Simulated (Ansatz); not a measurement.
## Formation energy and levels of the hydrogen interstitial H_i (bond centre, by Cl) in CsLi2Cl3 (Immm)

Wanted: the transition levels of a hydrogen interstitial in CsLi2Cl3 (Immm), from a cell of 72 host atoms with 1 H put in.

Main program and level: Ansatz 0.2.0; place-levels on PBEsol runs: charge-transition levels and formation energies with image-charge correction and potential alignment at the atomic sites.

## (1) Starting point

The cell holds 73 atoms: 12 Cs, 24 Li, 36 Cl and 1 H. Its edges and angles: a = 13.503 Å, b = 11.191 Å, c = 12.249 Å, α = 90.0°, β = 90.0°, γ = 66.3°. It derives from CsLi2Cl3 (space group Immm). Nearest the centre at fractional (0.250, 0.750, 0.404): H73 at 0.00 Å, Cl24 at 1.18 Å, Li8 at 1.18 Å, Cl37 at 3.03 Å, Cl15 at 3.03 Å, Cl42 at 3.12 Å, Cl18 at 3.12 Å, Li12 at 3.54 Å.

The host's dielectric constants go in as inputs: (2.85, 2.89, 2.78) for the electrons alone, (6.77, 18.28, 7.27) with the ions, from a response run on this crystal (DFPT, PBEsol) at that run's own cell.

The cell's shortest repeat is 11.2 Å.

## (2) Charge states

Levels follow from differences of total energies between charge states, each relaxed by itself.

Random displacements of about 0.05 Å break the site symmetry at the start, so that the relaxation can reach a distorted minimum if there is one. Forces are taken at one point at (¼, ¼, ¼). The cell holds 1 electron more than the neutral one, with a uniform background that keeps it neutral on the whole.

The sampling was tested on the host first: at the k-points planned (1x1x1 shifted 0.25 0.25 0.25) its energy lies 0.002 eV an atom from the dense-mesh value, under the bound of 0.02 eV set for this test; that bounds the host's error, not the defect's.

One of the inputs; charge, spin and start change from state to state.

Input file qm1.relax/input.yaml:

```yaml
crystal:
  lattice:
    - [13.50323186, 0.0, 0.0]
    - [4.50107729, 10.24634267, 0.0]
    - [0.0, 0.0, 12.24892595]
  atoms:
    - { symbol: Cs, position: [0.0, 0.0, 0.5] }
    - { symbol: Cs, position: [0.08333333, 0.25, 0.0] }
    - { symbol: Cs, position: [0.16666667, 0.5, 0.5] }
[... 4 atom lines left out ...]
    - { symbol: Li, position: [0.25, 0.75, 0.30716514] }
    - { symbol: Li, position: [0.0, 0.0, 0.19283486] }
[... 1 atom line left out ...]
    - { symbol: Li, position: [0.16666667, 0.5, 0.19283486] }
    - { symbol: Li, position: [0.25, 0.75, 0.69283486] }
[... 2 atom lines left out ...]
    - { symbol: Cl, position: [0.16666667, 0.0, 0.2720696] }
[... 2 atom lines left out ...]
    - { symbol: Cl, position: [0.08333333, 0.75, 0.2279304] }
[... 5 atom lines left out ...]
    - { symbol: Cl, position: [0.25, 0.75, 0.5] }
    - { symbol: Cs, position: [0.33333333, 0.0, 0.5] }
[... 1 atom line left out ...]
    - { symbol: Cs, position: [0.5, 0.5, 0.5] }
[... 4 atom lines left out ...]
    - { symbol: Li, position: [0.58333333, 0.75, 0.30716514] }
    - { symbol: Li, position: [0.33333333, 0.0, 0.19283486] }
[... 1 atom line left out ...]
    - { symbol: Li, position: [0.5, 0.5, 0.19283486] }
[... 1 atom line left out ...]
    - { symbol: Cl, position: [0.33333333, 0.5, 0.2720696] }
[... 4 atom lines left out ...]
    - { symbol: Cl, position: [0.41666667, 0.75, 0.2279304] }
[... 5 atom lines left out ...]
    - { symbol: Cl, position: [0.58333333, 0.75, 0.5] }
[... 7 atom lines left out ...]
    - { symbol: Li, position: [0.91666667, 0.75, 0.30716514] }
[... 15 atom lines left out ...]
    - { symbol: Cl, position: [0.91666667, 0.75, 0.5] }
    - { symbol: H, position: [0.25, 0.75, 0.403872] }
  host:
    repeats: [3, 1, 1]
    atoms:
      - { symbol: Cs, position: [0.0, 0.0, 0.5] }
      - { symbol: Cs, position: [0.25, 0.25, 0.0] }
      # ... 22 more atoms of the perfect host
total_charge: -1
basis:
  ecutwfc: 420
  xc_grid: 2
hamiltonian:
  xc: pbesol
kpoints:
  mp_grid: { grid: [1, 1, 1], shift: [0.25, 0.25, 0.25] }
scf:
  occupations: { method: fixed }
  max_iter: 100
output:
  forces: true
  charged_corrections:
    epsilon: [2.85, 2.89, 2.78]
    static_epsilon: [6.77, 18.28, 7.27]
    defect_position: [0.25, 0.75, 0.403872]
relax:
  f_tol: 0.02
  max_steps: 80
  random_displacement: { amplitude: 0.05, seed: 3101 }
checkpoint:
  write: "../qm1.relax.run"
  compress: false
  write_wavefunctions: true
  write_every: 100000
```

Command:

```bash
> ansatz run input.yaml --threads 4 --pin off --max-ram 14131MiB --backend cpu --events-out ev --progress --plain --runs-dir out
```

The relaxed structure is kept and the sampling changed to a 2×2×2 shifted mesh.

The run of this state that the levels use, under PBEsol:

Input file qm1.point/input.yaml:

```yaml
crystal:
  checkpoint: "../qm1.relax.run"
  host: checkpoint
total_charge: -1
basis:
  ecutwfc: 420
  xc_grid: 2
hamiltonian:
  xc: pbesol
kpoints:
  mp_grid: { grid: [2, 2, 2], shift: [0.5, 0.5, 0.5] }
scf:
  occupations: { method: fermi_dirac, width: 0.01 }
  max_iter: 100
output:
  forces: true
  eigenvalues: true
  charged_corrections:
    epsilon: [2.85, 2.89, 2.78]
    static_epsilon: [6.77, 18.28, 7.27]
    defect_position: [0.25, 0.75, 0.403872]
  eigenstates: { localisation: true }
  populations: true
  band_densities: [{ bands: [v1, v1] }, { bands: [c1, c1] }]
  write_density: true
  write_potential: true
  volumetric_format: npy
checkpoint:
  read: "../qm1.relax.run"
  write: "../qm1.point.run"
  compress: false
  write_wavefunctions: false
  write_every: 100000
```

Relaxations under PBEsol at one point at (¼, ¼, ¼); times on 4 threads of Arm Neoverse V2, shared host:

```csv
charge,moment (μB),occupations,outcome,steps,largest displacement against the far atoms (Å),time
−1,0,fixed,converged,25,2.25,6.6 min
0,1,fixed,converged,19,2.23,12 min
+1,0,fixed,converged,13,1.46,3.4 min
```

Single points under PBEsol at a 2×2×2 shifted mesh; times on 4 threads of Arm Neoverse V2, shared host:

```csv
charge,moment (μB),occupations,outcome,time
−1,0,fermi-dirac,converged,2.4 min
0,1,fermi-dirac,converged,5 min
+1,0,fermi-dirac,converged,2.5 min
```

Distances (Å) from H73 to the nearest atoms after relaxation with PBEsol:

```csv
charge,moment (μB),1.,2.,3.,4.,5.,6.
−1,0,Li 1.77,Li 1.77,Cs 2.78,Cs 2.78,Cl 2.79,Cl 2.92
0,1,Cl 2.25,Li 2.40,Li 2.45,Cl 2.69,Cl 2.71,Cs 2.93
+1,0,Cl 1.45,Cl 1.72,Li 2.28,Cs 3.12,Cs 3.13,Cl 3.30
```

## (3) Placing the levels, PBEsol

A charged cell interacts with its images and the background, and its potential has another zero than the host's. place-levels removes the first by a point-charge model, screened by the static dielectric constant since the ions have relaxed around the charge, and the second by comparing potentials at atoms far from the defect.

The host is a run of the defect-free crystal in the same cutoffs, grids and k-points, so that basis and sampling errors cancel in part in the differences. Its band edges come from a run of the primitive cell that searches the zone for them. The host is run in a cell of 24 atoms on a matching mesh. Chemical potentials are energies per atom of H (H2 molecule), run with the same functional and cutoff.

Input file levels.point.yaml:

```yaml
host:
  run: host.point.run
  levels_from: { run: edges.point.run }
states: [qm1.point.run, q0_M1.point.run, qp1.point.run]
geometry_from:
  qm1.point.run: qm1.relax.run
  q0_M1.point.run: q0_M1.relax.run
  qp1.point.run: qp1.relax.run
  host.point.run: host.relax.run
chemical_potentials:
  H:
    energy: -15.609288
    dataset: "<sha256 of the dataset>"
epsilon: [2.85, 2.89, 2.78]
static_epsilon: [6.77, 18.28, 7.27]
vertical:
  - { from: qm1.point.run, to: qm1.point_neutral.run }
  - { from: qp1.point.run, to: qp1.point_neutral.run }
```

Command:

```bash
> ansatz place-levels levels.point.yaml -- --threads 4 --pin off --max-ram 14131MiB
```

Numbers of over 12 decimals in the logs are rounded to 6 here.

Log:

```text
[... repeated set-up lines and file paths are left out, and long positions are rounded to six places ...]
(+1/0) 3.415 eV above the valence edge, 1.935 eV under the conduction edge; not on the lower envelope
(0/-1) 2.451 eV above the valence edge, 2.899 eV under the conduction edge; not on the lower envelope
(+1/-1) 2.933 eV above the valence edge, 2.417 eV under the conduction edge: charges between them are lowest nowhere
formation energy of charge +1: -1.074 eV with the Fermi level at the valence edge
formation energy of charge 0: +2.342 eV with the Fermi level at the valence edge
formation energy of charge -1: +4.793 eV with the Fermi level at the valence edge
vertical -1 to 0: no energy, since no alignment is typed
  the change from vertical[0].from (qm1.point.run) to vertical[0].to (qm1.point_neutral.run): by its potential at epsilon [2.85, 2.89, 2.78] it stands at 0.414 0.750 0.407, with an rms radius of about 2.1 Å (1.2 0.7 1.6 Å across the planes of the cell's [...]
vertical +1 to 0: no energy, since no alignment is typed
  the change from vertical[1].from (qp1.point.run) to vertical[1].to (qp1.point_neutral.run): by its spins about the atoms it stands at 0.301 0.588 0.360, with an rms radius of about 4.4 Å (2.4 2.5 2.7 Å across the planes of the cell's vectors); [...]
  edges by pbesol of host.levels_from (edges.point.run), its mesh sampled to repeats of 36.01 Å (the valence edge +0.044 eV and the conduction edge -0.312 eV from those of the host's own run), gap 5.351 eV; the host is sampled to repeats of 27.28 Å
  the defect's cells are sampled to repeats of 27.28 Å, like sampling
  charge +1: -110244.8500 eV with its correction of +0.187 eV, at epsilon [6.77, 18.28, 7.27], aligned at sites: +0.0188 eV, mean over 40 atomic sites at or beyond 5.60 Å from the defect at [0.2500, 0.7500, 0.4039], with -0.000627 for the charge's moments and [...]
  charge 0: +0.000 eV for its dipole among its images, +0.000 omitted
  charge -1: -110234.7412 eV with its correction of +0.159 eV, at epsilon [6.77, 18.28, 7.27], aligned at sites: +0.0090 eV, mean over 40 atomic sites at or beyond 5.60 Å from the defect at [0.2500, 0.7500, 0.4039], with +0.000000 for the charge's moments and [...]
  of states[2] (qp1.point.run): it parts from the run at its places by a charge that spreads by about 2.5 Å along one vector (1.8 Å or more is wide), by the spins about the atoms, where the cell does not tell a trapped carrier from a band state. [...]
  of states[1] (q0_M1.point.run): its displacements don't fall off away from the defect: farther atoms stand 0.014 Å off the host's places. [...]
  of states[0] (qm1.point.run): its displacements don't fall off away from the defect: farther atoms stand 0.079 Å off the host's places. [...]
  of vertical[0].from (qm1.point.run): its displacements don't fall off away from the defect: farther atoms stand 0.079 Å off the host's places. [...]
  of vertical[0].to (qm1.point_neutral.run): its displacements don't fall off away from the defect: farther atoms stand 0.079 Å off the host's places. [...]
  of vertical[1].from (qp1.point.run): its displacements don't fall off away from the defect: farther atoms stand 0.043 Å off the host's places. [...]
  vertical[1].to (qp1.point_neutral.run): levels filled in part (TS 0.004 eV): its energy is of no whole electron's
  of vertical[1].to (qp1.point_neutral.run): its displacements don't fall off away from the defect: farther atoms stand 0.043 Å off the host's places. [...]
```

The job ended after 0.33 s (4 threads of Arm Neoverse V2, shared host).

Under PBEsol the gap is 5.35 eV, (+1/0) 3.42, (0/−1) 2.45 eV; the steps are inverted, so the lowest state changes at (+1/−1) 2.93 eV.

Levels between the charges placed, in eV above the valence top:

```csv
,gap (eV),(+1/0),(0/−1)
PBEsol,5.35,3.42,2.45
```

Corrections by state:

```csv
charge,moment (μB),image terms and alignment (eV),band filling (eV),ε used,"over the lowest of its charge, as the program ranks them, band filling apart (eV)"
+1,0.0,0.187,-,"principal values (6.77, 7.27, 18.28)",0.000
0,1.0,0.000,-,-,0.000
−1,0.0,0.159,-,"principal values (6.77, 7.27, 18.28)",0.000
```

The charged structures listed were also run neutral, and place-levels reads from each pair, by the potential or the spins, how wide the charge is by which they differ; that can be the carrier of either run.

```csv
charge,rms radius (Å),spread where it is widest against the cell (Å),wide from (Å),reading
+1,4.4,2.49,1.77,wide
−1,2.1,1.61,2.12,narrow
```

The neutral runs of these pairs need not share the spin of the lowest neutral state, and very wide values only mean spread over the cell.

From the program's caveats on the states, each cut to its opening words:

- charge +1: it parts from the run at its places by a charge that spreads by about 2.5 Å along one vector (1.8 Å or more is wide), by the spins about the atoms, where the [...]
- charge +1: its displacements don't fall off away from the defect: farther atoms stand 0.043 Å off the host's places
- charge 0 (1 μB): its displacements don't fall off away from the defect: farther atoms stand 0.014 Å off the host's places
- charge 0 (1 μB): flagged: stability check not made
- charge −1: its displacements don't fall off away from the defect: farther atoms stand 0.079 Å off the host's places

Chemical potentials of the elements' reference phases, run alike. Formation energy by charge state (elemental references; gap 5.35 eV):

```csv
charge,at valence top (eV),at conduction bottom (eV),correction included (eV)
+1,-1.07,4.28,0.19
0,2.34,2.34,0.00
−1,4.79,-0.56,0.16
```

Fermi level (eV), lowest formation energy (eV) and a bar from the least value:
```
     0.00      -1.07 
     0.49      -0.59 #####
     0.97      -0.10 ##########
     1.46       0.38 ###############
     1.94       0.87 ####################
     2.43       1.36 #########################
     2.92       1.85 ##############################
     3.41       1.39 #########################
     3.89       0.90 ####################
     4.38       0.41 ###############
     4.86      -0.07 ##########
     5.35      -0.56 #####
```

## (4) Effect of the sampling

The relaxations' own energies give the levels at their sampling, for comparison.

Input file levels.relax_mesh.yaml:

```yaml
host:
  run: host.relax.run
  levels_from: { run: edges.relax.run }
states: [qm1.relax.run, q0_M1.relax.run, qp1.relax.run]
chemical_potentials:
  H:
    energy: -15.609288
    dataset: "<sha256 of the dataset>"
```

Command:

```bash
> ansatz place-levels levels.relax_mesh.yaml -- --threads 4 --pin off --max-ram 14131MiB
```

Log:

```text
[...]
formation energy of charge +1: -1.083 eV with the Fermi level at the valence edge
formation energy of charge 0: +2.337 eV with the Fermi level at the valence edge
formation energy of charge -1: +4.778 eV with the Fermi level at the valence edge
  edges by pbesol of host.levels_from (edges.relax.run), its mesh sampled to repeats of 36.01 Å (the valence edge +0.043 eV and the conduction edge -0.313 eV from those of the host's own run), gap 5.351 eV; the host is sampled to repeats of 13.64 Å
[... the lines on each state left out ...]
```

Elapsed: 0.12 s, on 4 threads.

Levels between neighbouring charges, in eV above the valence top:

```csv
,gap (eV),(+1/0),(0/−1)
"one point at (¼, ¼, ¼)",5.35,3.42,2.44
a 2×2×2 shifted mesh,5.35,3.42,2.45
```

Going from one point at (¼, ¼, ¼) to a 2×2×2 shifted mesh moves the levels that carry no band-filling term by up to 0.01 eV and formation energies against the elements by up to 0.02 eV.

## (5) place-levels, r2SCAN

r2SCAN on the same structure is run to see how far the result rests on the functional, though not on the errors that semilocal functionals share; the sampling changes too, to one point at (¼, ¼, ¼), so differences hold both changes.

Input file qm1.r2scan/input.yaml:

```yaml
crystal:
  checkpoint: "../qm1.relax.run"
  host: checkpoint
total_charge: -1
basis:
  ecutwfc: 500
  xc_grid: 2
hamiltonian:
  xc: r2scan
kpoints:
  mp_grid: { grid: [1, 1, 1], shift: [0.25, 0.25, 0.25] }
scf:
  occupations: { method: fermi_dirac, width: 0.01 }
  max_iter: 100
output:
  forces: true
  eigenvalues: true
  charged_corrections:
    epsilon: [2.85, 2.89, 2.78]
    static_epsilon: [6.77, 18.28, 7.27]
    defect_position: [0.25, 0.75, 0.403872]
checkpoint:
  write: "../qm1.r2scan.run"
  compress: false
  write_wavefunctions: false
  write_every: 100000
```

Elapsed: 46 s, on 4 threads; peak memory 3.7 GiB; 3 min of CPU time.

Input file levels.r2scan.yaml:

```yaml
host:
  run: host.r2scan.run
  levels_from: { run: edges.r2scan.run }
states: [qm1.r2scan.run, q0_M1.r2scan.run, qp1.r2scan.run]
geometry_from:
  qm1.r2scan.run: qm1.relax.run
  q0_M1.r2scan.run: q0_M1.relax.run
  qp1.r2scan.run: qp1.relax.run
  host.r2scan.run: host.relax.run
chemical_potentials:
  H:
    energy: -15.945667
    dataset: "<sha256 of the dataset>"
```

Command:

```bash
> ansatz place-levels levels.r2scan.yaml -- --threads 4 --pin off --max-ram 14131MiB
```

Log:

```text
[...]
formation energy of charge +1: -0.987 eV with the Fermi level at the valence edge
formation energy of charge 0: +2.450 eV with the Fermi level at the valence edge
formation energy of charge -1: +5.325 eV with the Fermi level at the valence edge
  edges by r2scan of host.levels_from (edges.r2scan.run), its mesh sampled to repeats of 36.01 Å (the valence edge +0.051 eV and the conduction edge -0.233 eV from those of the host's own run), gap 6.210 eV; the host is sampled to repeats of 13.64 Å
[... the lines on each state left out ...]
```

Run time: 0.19 s. Hardware: 4 threads.

Under r2SCAN the gap is 6.21 eV, (+1/0) 3.44, (0/−1) 2.88 eV; the steps are inverted, so the lowest state changes at (+1/−1) 3.16 eV.

## (6) Another choice

A choice is tested by changing it alone.

levels.try1.yaml is levels.point.yaml with these lines changed:

```diff
-epsilon: [2.85, 2.89, 2.78]
-static_epsilon: [6.77, 18.28, 7.27]
+epsilon: 3.78
+static_epsilon: 12.84
```

Command:

```bash
> ansatz place-levels levels.try1.yaml -- --threads 4 --pin off --max-ram 14131MiB
```

Log:

```text
[...]
formation energy of charge +1: -1.085 eV with the Fermi level at the valence edge
formation energy of charge 0: +2.342 eV with the Fermi level at the valence edge
formation energy of charge -1: +4.784 eV with the Fermi level at the valence edge
vertical -1 to 0: no energy, since no alignment is typed
vertical +1 to 0: no energy, since no alignment is typed
[...]
[... the lines on each state left out ...]
```

The change: single dielectric constants in place of the tensors, a third over their means.

Levels in eV above the valence top; the changed ones are not the defect's:

```csv
,gap (eV),(+1/0),(0/−1)
changed,5.35,3.43,2.44
as set up,5.35,3.42,2.45
```

The largest shift is 0.01 eV.

## (7) The ladder

Levels between neighbouring charges, in eV above each run's own valence top:

```csv
,gap (eV),(+1/0),(0/−1),CPU time a state at this stage (restarts are quicker than cold starts)
"PBEsol, 2×2×2 shifted mesh",5.35,3.42,2.45,12 min
"r2SCAN on PBEsol structures, (¼, ¼, ¼)",6.21,3.44,2.88,5 min
```

## (8) Results

| Quantity | Value |
| --- | --- |
| gap of the host | 5.35 eV (PBEsol) |
| level (plus 1/0) | 3.42 eV above the valence top, not a change between lowest states |
| level (0/minus 1) | 2.45 eV above the valence top, not a change between lowest states |
| level (plus 1/minus 1) | 2.93 eV above the valence top |
| lowest of the charges placed, just above the valence top (0.02 eV) | +1 |
| lowest of the charges placed, just below the conduction bottom (0.02 eV) | −1 |
| lowest formation energy at mid-gap of the charges run, elemental references | 1.60 eV |

What this shows: Of the charges placed (−1, 0 and +1), the lowest changes at 2.93 eV (+1/−1) above the valence top, in a gap of 5.35 eV. (+1/−1) passes over charge 0, which lies 0.48 eV above the two there; a lower structure or spin state of it, if missed, would change that. Charges above +1 and below −1 were not placed, so these runs say nothing of levels that involve them. States placed: +1 at 0 μB; 0 at 1 μB; −1 at 0 μB. Other spin states or structures, where not listed, weren't placed. At charge −1, 0 and +1 the atom put in ends up to 2.2 Å from its starting place, so the name tells the start alone and the levels can join different sites. H is taken at its element; compounds, which aren't counted here, bound the chemical potentials and would shift these formation energies. Going from one point at (¼, ¼, ¼) to a 2×2×2 shifted mesh moves the levels that carry no band-filling term by up to 0.01 eV and formation energies against the elements by up to 0.02 eV. What this leaves open: PBEsol makes the gap too small and tends to spread out bound carriers; where a gas molecule sets a chemical potential or the host's formation energy, its binding is uncorrected; spin–orbit coupling, which can matter with heavy atoms, is left out.

[Logs are printed without paths, hosts, clocks, repeated set-up lines and the standing remarks that a program may print on its own settings, such as how far it seeks lower states.]

[Hosts, paths, dates, database ids (printed as entryN), source tags and the programs' standing remarks are cut or masked in the printed files.]

[Where a table of states has a column of steps, it counts the stored structures, which are thinned; the runs took as many ionic steps or more.]

[A defect's name tells the site on which it was built; relaxed atoms can leave that site.]

[For some hosts the program warned that the k-mesh of the response run may be too coarse for force constants and the static dielectric constant; such warnings are not shown here.]
